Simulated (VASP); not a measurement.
Crystal: HfS2.

```
CELL_PARAMETERS angstrom
3.63966 0.00000 0.00000
-1.81983 3.15204 0.00000
0.00000 0.00000 6.05556
ATOMIC_POSITIONS crystal
Hf 0.00000 0.00000 0.00000
S 0.66667 0.33333 0.76395
S 0.33333 0.66667 0.23605
```

The cell is a database's computed one.

* Program: VASP 6.6.1
* Task: relaxation of cell and atoms
* Functional: PBE
* Dispersion: D3(BJ)
* Potentials or basis: VASP PAW PBE potentials, release 64 (Hf_pv, S)
* Cutoff: 600 eV
* k mesh: 9 × 9 × 5
* Occupations: gaussian, width 0.03 eV
* Spin: no spin polarisation

At the start: pressure -1.0 GPa; volume 23.16 Å³/atom.

**Question.** Where does the relaxation end?

**Answer.** Over 13 steps the energy falls by 9.9 meV/atom and the volume is 21.55 Å³/atom (-6.9 %); space group P-3m1 (No. 164, to 0.05 Å).

The path:
| step | energy change (eV) | largest force (eV/Å) | pressure (GPa) | volume (Å³) |
| --- | --- | --- | --- | --- |
| 1 | 0.0000 | 0.1620 | -1.05 | 69.47 |
| 2 | -0.0063 | 0.3158 | 0.69 | 67.96 |
| 3 | -0.0064 | 0.2992 | 0.54 | 68.12 |
| 4 | -0.0120 | 0.1578 | 0.15 | 67.80 |
| 5 | -0.0134 | 0.0495 | -0.13 | 67.56 |
| 6 | -0.0167 | 0.0398 | -0.23 | 67.30 |
| 7 | -0.0244 | 0.0082 | -0.52 | 66.52 |
| 8 | -0.0259 | 0.0638 | -0.91 | 64.92 |
| 9 | -0.0279 | 0.0192 | -0.73 | 65.70 |
| 10 | -0.0287 | 0.1172 | 0.54 | 64.57 |
| 11 | -0.0292 | 0.0652 | 0.06 | 64.99 |
| 12 | -0.0296 | 0.0379 | 0.03 | 64.84 |
| 13 | -0.0298 | 0.0014 | 0.02 | 64.65 |

Final structure:
```cif
data_structure
_symmetry_space_group_name_H-M 'P 1'
_symmetry_Int_Tables_number 1
_cell_length_a 3.5968
_cell_length_b 3.5968
_cell_length_c 5.7700
_cell_angle_alpha 90.000
_cell_angle_beta 90.000
_cell_angle_gamma 120.000
_cell_volume 64.65
loop_
_atom_site_label
_atom_site_type_symbol
_atom_site_fract_x
_atom_site_fract_y
_atom_site_fract_z
_atom_site_occupancy
Hf1 Hf 0.00000 0.00000 0.00000 1
S1 S 0.66667 0.33333 0.74784 1
S2 S 0.33333 0.66667 0.25216 1
```
